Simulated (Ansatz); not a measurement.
## An added C started as a split pair with a Si atom in diamond Si, 65 atoms, charge −1

All numbers come from Ansatz (PAW, plane waves, no spin–orbit coupling) at the single k point (¼, ¼, ¼) without its symmetry partners. The atoms were relaxed with PBEsol in a fixed cell; other functionals are single points on those atoms unless said otherwise. The valence top and gap of the host come from its small cell on a dense mesh, with the band extrema sought between the mesh points, lined up by the mean potential, PBEsol gap 0.46 eV, r²SCAN gap 0.76 eV. The charge correction uses an assumed dielectric constant of 11.7.

Relaxed structure:

```
Si C
1.0
    10.86558    0.00000    0.00000
     0.00000   10.86558    0.00000
     0.00000    0.00000   10.86558
Si C
64 1
Direct
  0.00128 0.00101 0.00183
  0.99398 0.99377 0.49834
  0.99936 0.50226 0.00205
  0.00061 0.50021 0.50140
  0.50244 0.99913 0.00200
  0.50046 0.00032 0.50142
  0.50073 0.50047 0.00151
  0.40923 0.40894 0.45917
  0.12637 0.12605 0.12838
  0.11245 0.11220 0.63191
  0.13259 0.62295 0.13056
  0.12995 0.62471 0.62318
  0.62324 0.13228 0.13050
  0.62498 0.12967 0.62317
  0.63064 0.63035 0.11774
  0.61348 0.61325 0.59872
  0.25193 0.25170 0.00502
  0.23492 0.23466 0.51074
  0.25107 0.74863 0.00160
  0.26254 0.74484 0.49930
  0.74889 0.25082 0.00158
  0.74507 0.26234 0.49929
  0.75436 0.75409 0.99338
  0.74858 0.74833 0.49792
  0.37775 0.37753 0.13052
  0.35028 0.35006 0.65185
  0.37500 0.87789 0.12431
  0.37559 0.87646 0.62774
  0.87814 0.37474 0.12432
  0.87674 0.37535 0.62775
  0.87671 0.87640 0.12595
  0.87138 0.87112 0.62470
  0.25369 0.00300 0.25307
  0.24846 0.99775 0.75424
  0.26500 0.50097 0.26739
  0.24369 0.49978 0.75808
  0.75256 0.00572 0.24836
  0.74939 0.00178 0.74729
  0.75945 0.50892 0.24169
  0.74150 0.49942 0.74071
  0.37569 0.12971 0.38239
  0.37414 0.12202 0.88137
  0.40842 0.63059 0.37825
  0.37660 0.62455 0.87542
  0.87355 0.13163 0.37676
  0.87290 0.12431 0.87799
  0.88107 0.62949 0.37461
  0.87380 0.62368 0.86891
  0.00332 0.25342 0.25301
  0.99803 0.24825 0.75426
  0.00602 0.75228 0.24838
  0.00206 0.74915 0.74726
  0.50119 0.26467 0.26727
  0.50002 0.24344 0.75802
  0.50921 0.75922 0.24164
  0.49969 0.74128 0.74074
  0.12999 0.37541 0.38238
  0.12222 0.37395 0.88142
  0.13184 0.87330 0.37682
  0.12456 0.87261 0.87800
  0.63071 0.40812 0.37820
  0.62479 0.37633 0.87540
  0.62973 0.88080 0.37460
  0.62395 0.87353 0.86896
  0.53251 0.53232 0.46317
```

Chemical potentials μ are those of reference phases of the elements at zero temperature by the same functional (the usual solids, diamond for C, grey Sn, and the molecules H2, N2, O2, F2, Cl2, Br2 and S8).

```tsv
functional	E(defect) − E(host) − Σ nμ + q·E_VBM (eV)	monopole (eV)	alignment (eV)	formation energy at E_F = VBM (eV)	moment (μB)	wall time, shared host
PBEsol	4.04	0.16	-0.15	4.05	1.0	40 s on NVIDIA H100 (relaxation)
```

Estimate the formation energy and moment that r²SCAN gives on these atoms.

4.82 eV at E_F = VBM (4.81 eV before the monopole term 0.16 eV and the alignment -0.15 eV), moment 1.0 μB.

How does the monopole term follow by hand for this cubic cell?

q²·α·e²/(4πε₀)/(2εL) with the Madelung constant α = 2.837 and e²/4πε₀ = 14.40 eV·Å: 1 × 2.837 × 14.40 / (2 × 11.7 × 10.866) = 0.16 eV.

r²SCAN one-electron levels near the gap (the ten most localised at most), from the host's valence top, not corrected for the charge's images:

```csv
level (eV),spin,filling,atoms sharing it,element of the atom with most weight
-0.09,up,1.00,19.1,Si
-0.05,down,1.00,17.8,Si
0.45,up,1.00,16.5,Si
0.81,down,0.00,37.2,spread
0.92,up,0.00,53.2,spread
0.94,down,0.00,54.0,spread
```

One k point and a cell of this size can leave errors of several tenths of an eV in such numbers.
